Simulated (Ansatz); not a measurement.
Here is an Ansatz 0.2.0 calculation.

File input.yaml:

```yaml
crystal:
  lattice:
    - [3.5182, 0.0, 0.0]
    - [-1.7591, 3.0468505756, 0.0]
    - [0.0, 0.0, 13.9736]
  atoms:
    - { symbol: Te, position: [0.6666666667, 0.3333333333, 0.379] }
    - { symbol: Te, position: [0.3333333333, 0.6666666667, 0.879] }
    - { symbol: Te, position: [0.6666666667, 0.3333333333, 0.121] }
    - { symbol: Te, position: [0.3333333333, 0.6666666667, 0.621] }
    - { symbol: Mo, position: [0.6666666667, 0.3333333333, 0.75] }
    - { symbol: Mo, position: [0.3333333333, 0.6666666667, 0.25] }
hamiltonian:
  xc: pbe
  pseudopotentials: { kind: paw }
  dispersion: d3bj
kpoints:
  mp_grid: { grid: [9, 9, 2] }
scf:
  occupations: { method: fermi_dirac, width: 0.05 }
output:
  forces: true
  stress: true
relax:
  f_tol: 0.01
  max_steps: 40
  cell: { stress_tol: 0.05 }
```

Potentials or basis: Ansatz PAW.

Run with:

```console
$ ansatz run input.yaml --threads 2 --pin off --max-ram 5632MiB --backend cpu --events-out ev --progress --plain --runs-dir out
```

**Question.** Estimate the relaxed cell.

**Answer.** a = 3.496 Å, b = 3.496 Å, c = 13.702 Å, α = 90.00°, β = 90.00°, γ = 120.00°.

**Question.** Predict the space group after relaxing (to 0.05 Å).

**Answer.** P6_3/mmc (No. 194).

**Question.** What does it give for the band gap on the k mesh?

**Answer.** 0.67 eV.

**Question.** What does it give for the relaxed volume?

**Answer.** 24.18 Å³/atom.

Final structure:
```
CELL_PARAMETERS angstrom
3.49638 0.00000 0.00000
-1.74819 3.02795 0.00000
0.00000 0.00000 13.70155
ATOMIC_POSITIONS crystal
Te 0.66667 0.33333 0.38265
Te 0.33333 0.66667 0.88265
Te 0.66667 0.33333 0.11735
Te 0.33333 0.66667 0.61735
Mo 0.66667 0.33333 0.75000
Mo 0.33333 0.66667 0.25000
```

Caveat: odd divisions of the mesh miss points on the zone boundary, where band edges often lie, so the gap on the mesh can be too wide; the plane-wave basis is chosen anew once the cell has moved, so the energies of steps on either side of that aren't comparable; spin-orbit coupling is left out, which moves the levels of the heavy elements. Expect the measured gap to be larger: semilocal functionals such as PBE lack the derivative discontinuity.
